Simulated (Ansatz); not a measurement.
**Ti under changes of volume**

One of the cells (16.731 Å³/atom); the others are scaled copies at fixed shape and fractional positions:

```
Ti
1.0
     0.00000    2.03000    2.03000
     2.03000    0.00000    2.03000
     2.03000    2.03000    0.00000
Ti
1
Direct
  0.00000 0.00000 0.00000
```

This isn't the form of Ti at room conditions, which is hcp.

* Program: Ansatz 0.2.0
* Functional: PBEsol
* Potentials or basis: all-electron LAPW, scalar-relativistic
* Cutoff: 224 eV (chosen from the basis error)
* Basis error allowed: 0.001 eV/atom
* k mesh: 11 × 11 × 11
* Occupations: fermi-dirac, width 0.05 eV
* Spin: no spin polarisation

```tsv
volume (Å³/atom)	energy over the lowest point (meV/atom)	pressure (GPa)
15.727	?	?
16.062	6.80	4.4
16.396	0.84	1.8
16.731	0.00	-0.5
17.065	3.81	-2.7
17.400	11.86	-4.6
17.735	23.77	-6.4
```

**Question.** What does the run at 15.727 Å³/atom give?

**Answer.** Energy over the lowest point 18.43 meV/atom; pressure 7.2 GPa.

Worked out: A Birch-Murnaghan fit of order 3 (a polynomial in V^(-2/3)) to the other rows has its minimum at 16.62 Å³/atom with B0 = V·E''(V) = 114 GPa and B' = 3.8. It gives 18.43 meV/atom at 15.727 Å³/atom, against the run's 18.43, and -dE/dV = 7.0 GPa, against 7.2.

Energies are extrapolated to zero smearing.
